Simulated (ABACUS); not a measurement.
Crystal: ZrB2.

```xyz
3
Lattice="3.1700 0.0000 0.0000 -1.5850 2.7453 0.0000 0.0000 0.0000 3.5330" Properties=species:S:1:pos:R:3 pbc="T T T"
Zr    0.0000    0.0000    0.0000
B     1.5850    0.9151    1.7665
B     0.0000    1.8302    1.7665
```

Program: ABACUS 3.10.1. Alike in all runs: task single point; potentials or basis PseudoDojo NC SR 0.4.1 LDA standard, DZP LCAO (the cutoffs set its grid); no spin polarisation; cell as given; k mesh 5 × 5 × 4; cutoff (eV) 1361; smearing fermi-dirac 0.05 eV; the mesh is coarse, so values aren't converged.

Order these runs on this cell by their pressure, lowest first.
A. level LDA+U; U Zr d U = 4 eV; SCF threshold on the density 1e-06; max SCF steps 120; mixing share 0.2; symmetry key -1; threshold to restart the mixing 0.0005
B. level LDA+U; U Zr d U = 6 eV; SCF threshold on the density 1e-06; max SCF steps 120; mixing share 0.2; symmetry key -1; threshold to restart the mixing 0.0005
C. level LDA; SCF threshold on the density 1e-07; max SCF steps 100; mixing share 0.7; symmetry key 1
D. level LDA+U; U Zr d U = 8 eV; SCF threshold on the density 1e-06; max SCF steps 120; mixing share 0.2; symmetry key -1; threshold to restart the mixing 0.0005
E. level LDA+U; U Zr d U = 2 eV; SCF threshold on the density 1e-06; max SCF steps 120; mixing share 0.2; symmetry key -1; threshold to restart the mixing 0.0005

C (-7.6 GPa), E (-4.0 GPa), A (-0.2 GPa), B (3.8 GPa), D (7.9 GPa).

Caveats: all runs use coarse meshes; the atomic orbitals were generated for these runs and aren't a published set; the basis of atomic orbitals isn't converged, which shifts pressures, moduli and gaps; U without spin polarisation on a metal has little footing (some runs); the U is typed as a test and isn't derived for this compound (some runs).
